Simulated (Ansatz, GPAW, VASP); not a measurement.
**C: programs and potentials compared**

```
C
1.0
     0.00000    1.78337    1.78337
     1.78337    0.00000    1.78337
     1.78337    1.78337    0.00000
C
2
Direct
  0.75000 0.75000 0.75000
  0.50000 0.50000 0.50000
```

Alike in all runs: task single point; functional PBE; k mesh 13 × 13 × 13; occupations gaussian, width 0.026 eV; no spin polarisation; no spin-orbit coupling. Pressure is positive in compression and, in plane waves, holds the error of the finite cutoff.

```json
{"program and potentials": "GPAW, GPAW PAW data sets (gpaw-data 1.2.1)", "plane-wave cutoff (eV)": "800", "notes": "-", "pressure (GPa)": "1.42"}
{"program and potentials": "VASP, PBE PAW files C, 520 eV", "plane-wave cutoff (eV)": "520", "notes": "-", "pressure (GPa)": "2.46"}
{"program and potentials": "Ansatz, all-electron LAPW, scalar-relativistic", "plane-wave cutoff (eV)": "-", "notes": "-", "pressure (GPa)": "1.75"}
```

The pressure spans 1.42 (GPAW, GPAW PAW data sets (gpaw-data 1.2.1)) to 2.46 GPa (VASP, PBE PAW files C, 520 eV), with all-electron results at 1.75.

The functional is the same throughout but for its coding, so the spread measures potentials, basis and numerics; runs on potential files found faulty are left out.

All three calculations put diamond under slight compression at this lattice parameter, so the PBE equilibrium volume lies somewhat above that of the given cell. The all-electron value of 1.75 GPa falls between the two plane-wave results, closer to GPAW at 1.42 GPa than to VASP at 2.46 GPa. Diamond makes such differences conspicuous: its short, directional sp³ bonds form a rigid three-dimensional network with a very large bulk modulus, so even a tiny shift in equilibrium lattice parameter appears as a pressure change of this order. The spread therefore probably corresponds to only minor structural disagreement.

An incomplete plane-wave basis normally lowers the computed pressure, because compression at a fixed set of plane waves improves the basis. The higher VASP value is thus unlikely to come from its lower cutoff alone, which suggests a contribution from the potential or other numerics. Pressures at a single volume cannot show whether the methods also differ in the curvature of the energy–volume relation.
